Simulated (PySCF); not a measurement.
Molfile (atoms numbered from 1):
```
C4H9N
     RDKit          3D

 14 14  0  0  0  0  0  0  0  0999 V2000
   -0.0051   -1.0619   -0.5138 C   0  0  0  0  0  0  0  0  0  0  0  0
    1.1612   -0.1289   -0.1367 C   0  0  0  0  0  0  0  0  0  0  0  0
    0.4965    0.9635    0.7112 C   0  0  0  0  0  0  0  0  0  0  0  0
   -0.8792    1.0662    0.2433 N   0  0  0  0  0  0  0  0  0  0  0  0
   -1.2653   -0.3153   -0.0229 C   0  0  0  0  0  0  0  0  0  0  0  0
   -0.0388   -1.2316   -1.5919 H   0  0  0  0  0  0  0  0  0  0  0  0
    0.0857   -2.0416   -0.0403 H   0  0  0  0  0  0  0  0  0  0  0  0
    1.6035    0.3139   -1.0329 H   0  0  0  0  0  0  0  0  0  0  0  0
    1.9616   -0.6460    0.3961 H   0  0  0  0  0  0  0  0  0  0  0  0
    0.4783    0.6643    1.7654 H   0  0  0  0  0  0  0  0  0  0  0  0
    1.0005    1.9300    0.6550 H   0  0  0  0  0  0  0  0  0  0  0  0
   -0.8889    1.5855   -0.6277 H   0  0  0  0  0  0  0  0  0  0  0  0
   -2.0939   -0.3520   -0.7319 H   0  0  0  0  0  0  0  0  0  0  0  0
   -1.6207   -0.7579    0.9133 H   0  0  0  0  0  0  0  0  0  0  0  0
  1  2  1  0
  2  3  1  0
  3  4  1  0
  4  5  1  0
  5  1  1  0
  1  6  1  0
  1  7  1  0
  2  8  1  0
  2  9  1  0
  3 10  1  0
  3 11  1  0
  4 12  1  0
  5 13  1  0
  5 14  1  0
M  END
```

Geometry: PBE0-D3(BJ)/def2-TZVP; GIAO absolute shieldings from PySCF 2.14, gas phase, non-relativistic, averaged over equivalent atoms.

At wB97X-D/pcSseg-2 (306 basis functions, 47 s wall time on 1 thread of an Arm Neoverse V1, shared host):
```csv
atoms,σ (ppm)
C3/C5,133.1
C1/C2,157.1
N4,201.2
H10/H11/H13/H14,28.84
H6/H7/H8/H9,30.06
H12,30.97
```

Estimate the result of repeating the calculation with B97-2/pcSseg-2.

Answers


```csv
atoms,σ at B97-2/pcSseg-2,change
C3/C5,131.9,-1.2
C1/C2,156.1,-1.0
N4,197.9,-3.3
H10/H11/H13/H14,28.81,-0.03
H6/H7/H8/H9,30.06,+0.00
H12,30.94,-0.03
```

The largest change is at N4 (amine nitrogen). Cost: 306 basis functions, 34 s wall time on 1 thread of an Arm Neoverse V1, shared host.
